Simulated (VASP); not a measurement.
A run of VASP 6.6.1:

The input INCAR:

```
SYSTEM = Ga
  ALGO = Normal
  EDIFF = 1E-6
  ENCUT = 520
  GGA = RP
  ISIF = 2
  ISMEAR = 0
  LASPH = .TRUE.
  LCHARG = .TRUE.
  LELF = .TRUE.
  LREAL = .FALSE.
  LVHAR = .TRUE.
  LWAVE = .FALSE.
  NBANDS = 12
  NELM = 100
  PREC = Accurate
  SIGMA = 0.05
```

Contents of KPOINTS:

```
k-points
0
G
  13 13 13
  0 0 0
```

POSCAR

```
Ga
1.0
   -1.3843987196      1.3843987196      2.3112238365
    1.3843987196     -1.3843987196      2.3112238365
    1.3843987196      1.3843987196     -2.3112238365
Ga
1
Cartesian
    0.0000000000      0.0000000000      0.0000000000
```

Potentials or basis: VASP PAW PBE potentials, release 54 (Ga_d).

The run is started by

```sh
$ cat potpaw_PBE.54/Ga_d/POTCAR > POTCAR
$ mpirun -np 1 vasp_std > vasp.out
```

Hardware: 1 thread of Intel(R) Xeon(R) Platinum 8488C (Sapphire Rapids), on a shared host.

Question: How long does it take, and how much memory?

Answer: It took 15 s on 1 thread of Intel(R) Xeon(R) Platinum 8488C (Sapphire Rapids) (shared host), peak memory 0.16 GiB. Counts: scf iterations 10, k points 196.
